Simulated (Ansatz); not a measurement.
RbCl (started from an entry of an open crystallographic database), relaxed with r2SCAN, was run in Ansatz under altered settings. All numbers are computed, without spin polarisation but where a row says otherwise.

```
CELL_PARAMETERS angstrom
0.00000 3.30573 3.30573
3.30573 0.00000 3.30573
3.30573 3.30573 0.00000
ATOMIC_POSITIONS crystal
Rb 0.00000 0.00000 0.00000
Cl 0.50000 0.50000 0.50000
```

The base run's other keys:
```yaml
kpoints:
  mp_grid: { grid: [4, 4, 4] }
hamiltonian:
  xc: pbe
scf:
  occupations: { method: fixed }
  n_extra_bands: 4
```

It takes 6 iterations with 1411 plane waves at 420 eV and 8 k points, and leaves a mean stress of +0.62 GPa. The gap over this mesh is 4.957 eV.

Outcomes, with energy and stress as changes against the base:
```tsv
setting	outcome	ΔF (meV/atom)	Δ mean stress (GPa)	gap on the mesh (eV)	iterations
scf.occupations: cold 1.5	converged	0.0	0.00	4.957	12
magnetization.initial_magnetization: 0.5	refused	–	–	–	–
scf.occupations: tetrahedron	converged, warned	0.0	–	4.957	5
scf.n_bands: 12	refused	–	–	–	–
accuracy: low	converged	0.0	0.00	4.957	6
kpoints.mp_grid.grid: [2, 2, 2]	converged	+21	+0.20	4.930	6
hamiltonian.dispersion: d3bj	converged	-179	-0.79	4.957	6
hamiltonian.pseudopotentials: nc (cutoff then 789 eV)	converged	–	-0.01	4.958	7
scf.n_extra_bands: 24	converged	0.0	0.00	4.957	6
hamiltonian.xc: scan	refused	–	–	–	–
hamiltonian.xc: hse6	refused	–	–	–	–
```
A dash marks a value that wasn't obtained or can't be compared. Stress is positive in compression.

- magnetization.initial_magnetization: 0.5. The input is refused before any iteration. Error: inconsistent input (scf.occupations.method, magnetization): a σ = 0 step fill (method: fixed, or a smearing width below the step floor) with no hard lock on the total moment puts the same N_el/2 bands in each spin channel, which gives a total moment of zero, but the starting moments sum to +0.5000 μB […]
- scf.occupations: tetrahedron. Energy, stress and gap stay within 1 meV an atom, 0.1 GPa and 0.005 eV of the base. Warned: band table not solved further, tetrahedron derivatives may miss energy slope.
- scf.n_bands: 12. The input is refused before any iteration. Error: YAML parse error: line 16 column 3: unknown field `n_bands`, expected one of max_iter, algorithm, n_extra_bands, self_checks, convergence, lower_state_search, omitted_lower_state_checks, lower_solution_reach, mixing, occupations, eigensolver, initial_density, exx
- kpoints.mp_grid.grid: [2, 2, 2]. The free energy moves by +21 meV an atom, the mean stress by +0.20 GPa and the gap on the mesh by -0.027 eV (to 4.930). The mesh is too coarse.
- hamiltonian.dispersion: d3bj. The free energy moves by -179 meV an atom, the mean stress by -0.79 GPa and the gap on the mesh by 0.000 eV (to 4.957). A pairwise correction adds to energy, forces and stress and leaves the bands alone.
- hamiltonian.xc: scan. The program doesn't start. Error: YAML parse error: line 12 column 7: hamiltonian.xc: unknown variant `scan`, expected one of […]
- hamiltonian.xc: hse6. It is rejected at once. Error: YAML parse error: line 12 column 7: hamiltonian.xc: unknown variant `hse6`, expected one of […]

Within 1 meV an atom, 0.1 GPa and 0.005 eV of the base stay: scf.occupations: cold 1.5; scf.occupations: tetrahedron; accuracy: low; scf.n_extra_bands: 24.
